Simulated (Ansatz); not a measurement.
# What moves the pressure of CdSe?

```
CELL_PARAMETERS angstrom
0.00000 3.07027 3.07027
3.07027 0.00000 3.07027
3.07027 3.07027 0.00000
ATOMIC_POSITIONS crystal
Cd 0.00000 0.00000 0.00000
Se 0.25000 0.25000 0.25000
```

Atom numbers follow the list: Cd1, Se2.

The conventional cell has a = 6.141 Å, b = 6.141 Å, c = 6.141 Å, α = 90.00°, β = 90.00°, γ = 90.00°. Around Cd (atom 1) lie 4 Se at 2.66 Å. Se (atom 2) has 4 Cd at 2.66 Å as nearest neighbours.

Structure from Materials Project entry mp-2691 (possibly hypothetical), not relaxed further.

These are results of Ansatz 0.2.0, DFT, PBE, all-electron LAPW, scalar-relativistic, not measurements.

The runs use a Γ-centred 8×8×8 k mesh, Fermi–Dirac smearing of 0.03 eV, basis error target 1 meV/atom, no spin polarisation.

In this reference run the pressure is 1.3 GPa (positive in compression). Each change below is made alone, on the same k mesh, with fractional coordinates held unless an atom is moved; x, y and z are the Cartesian axes.

Q: Order the changes by the shift of the pressure, most negative first.
A. equal xy, yz and zx engineering shear strains of +2 %
B. volume scaled by 0.99
C. functional pbesol
D. functional lda
E. no relativity
F. volume scaled by 0.98

A: D (-4.6 GPa), C (-2.7 GPa), A (+0.1 GPa), B (+0.5 GPa), F (+1.1 GPa), E (+1.7 GPa).
